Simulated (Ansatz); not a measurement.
A 2-atom cell of CdTe started from a crystallographic database, relaxed with r2SCAN in the PAW code Ansatz. It is cubic, F-43m (No. 216); conventional cell a = 6.560 Å, 35.28 Å³ an atom. Around Cd lie 4 Te at 2.84 Å; around Te lie 4 Cd at 2.84 Å.

The axes x, y and z are those of this cell:
```yaml
crystal:
  lattice:
    - [0.00000, 3.27990, 3.27990]
    - [3.27990, 0.00000, 3.27990]
    - [3.27990, 3.27990, 0.00000]
  atoms:
    - { symbol: Cd, position: [0.00000, 0.00000, 0.00000] }
    - { symbol: Te, position: [0.25000, 0.25000, 0.25000] }
```

Unstrained: PBE gives a direct gap of 0.662 eV at Γ. With r2SCAN the gap is 1.161 eV and direct, at Γ. HSE06 gives a direct gap of 1.527 eV at Γ. Meshes: PBE 6×6×6, r2SCAN 6×6×6, HSE06 4×4×4. Strains are changes of length per length, and xy shears are angles. After each strain the atoms were relaxed again with r2SCAN within the symmetry that the strain leaves, so tilts or polar shifts that break it weren't tested; points keep the names that they have in the unstrained zone. No spin polarisation and no zero-point or thermal motion.

Q: Estimate what uniaxial +0.57 % along z, other directions held does to the gap.

A: PBE: the gap goes from 0.662 to 0.639 eV (-0.023 eV); with r2SCAN the top three valence levels at Γ, degenerate before, become 2+1 from the top over 19 meV. r2SCAN: the gap goes from 1.161 to 1.137 eV (-0.024 eV). HSE06: the gap goes from 1.527 to 1.501 eV (-0.026 eV). The r2SCAN energy rises by 0.2 meV an atom.

Q: Estimate what biaxial +5.99 % in x and y, z held does to the gap.

A: PBE: the gap goes from 0.662 to 0.220 eV (-0.442 eV); with r2SCAN the top three valence levels at Γ, degenerate before, become 1+2 from the top over 153 meV. r2SCAN: the gap goes from 1.161 to 0.686 eV (-0.475 eV). HSE06: the gap goes from 1.527 to 1.018 eV (-0.509 eV). The r2SCAN energy rises by 59.9 meV an atom.

Q: For epitaxial -5.83 % in the xy plane, how far does the free direction move, and what happens to the gap?

A: The normal strain at zero normal stress is +7.41 %, 1.27 of the in-plane strain with the sign turned. PBE: the gap goes from 0.662 to 0.555 eV (-0.107 eV); with r2SCAN the top three valence levels at Γ, degenerate before, become 2+1 from the top over 575 meV. r2SCAN: the gap goes from 1.161 to 1.059 eV (-0.102 eV). HSE06: the gap goes from 1.527 to 1.425 eV (-0.102 eV).

Q: One strain changed the r2SCAN stress by xx +0.01, yy +0.01, zz -0.02, xy +0.97 GPa (compression positive) and the gap by -0.132 eV (PBE), -0.145 eV (r2SCAN), -0.149 eV (HSE06). Which kind of strain was it, and roughly how large?

A: Xy shear, engineering strain (angle) -4.84 %. The pattern of the stress gives the kind; the size needs the stiffness, so it is an estimate.

Spin-orbit coupling is left out, which matters wherever the heavy atoms make up the band edges.

The meshes of the hybrids are coarse, so their gaps aren't converged to the digits shown.

The splittings at Γ are without spin-orbit coupling, which regroups them where it is of like size or larger.
